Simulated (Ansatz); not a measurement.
MgO2 and the effect of the dispersion correction

The cell as given:

```
CELL_PARAMETERS angstrom
4.82861 0.00000 0.00000
0.00000 4.82861 0.00000
0.00000 0.00000 4.82861
ATOMIC_POSITIONS crystal
Mg 0.00000 0.00000 0.00000
Mg 0.50000 0.00000 0.50000
Mg 0.50000 0.50000 0.00000
Mg 0.00000 0.50000 0.50000
O 0.58942 0.91058 0.08942
O 0.91058 0.08942 0.58942
O 0.08942 0.58942 0.91058
O 0.41058 0.41058 0.41058
O 0.58942 0.58942 0.58942
O 0.91058 0.41058 0.08942
O 0.08942 0.91058 0.41058
O 0.41058 0.08942 0.91058
```

The cell is a database's computed one, not the measured one.

Kept alike: task relaxation of cell and atoms; functional r2SCAN; k mesh 6 × 6 × 6; occupations fermi-dirac, width 0.05 eV; no spin polarisation. Program: Ansatz, Ansatz PAW, cutoff 500 eV. The mesh is that of the run's cell of 12 atoms. No spin-orbit coupling.

| dispersion correction | band gap (eV) | volume (Å³/atom) |
| --- | --- | --- |
| D3(BJ) | 4.754 | 9.307 |
| D3(BJ)-ATM | 4.742 | 9.337 |
| D4 | 4.734 | 9.347 |
| none | 4.712 | 9.414 |
| rVV10 | 4.706 | 9.335 |

Gaps hold for each row's own relaxed cell. The relaxations keep at least the cell's symmetry (Pa-3). Relaxations stop with a little pressure left, so the last digits of a volume or edge aren't settled. Ansatz's relaxations hold a Pulay term in the stress (up to 0.1 GPa here). A gap read on the mesh alone can miss an edge between its points. All rows use potentials made for PBE.

What does the dispersion correction change here?

The band gap runs from 4.706 (rVV10) to 4.754 eV (D3(BJ)). The volume runs from 9.307 (D3(BJ)) to 9.414 Å³/atom (none). Against no correction: D3(BJ) -1.1 %; D3(BJ)-ATM -0.8 %; D4 -0.7 %; rVV10 -0.8 %. Dispersion terms mostly attract and so lower the volume; the schemes' coefficients and damping set how far.
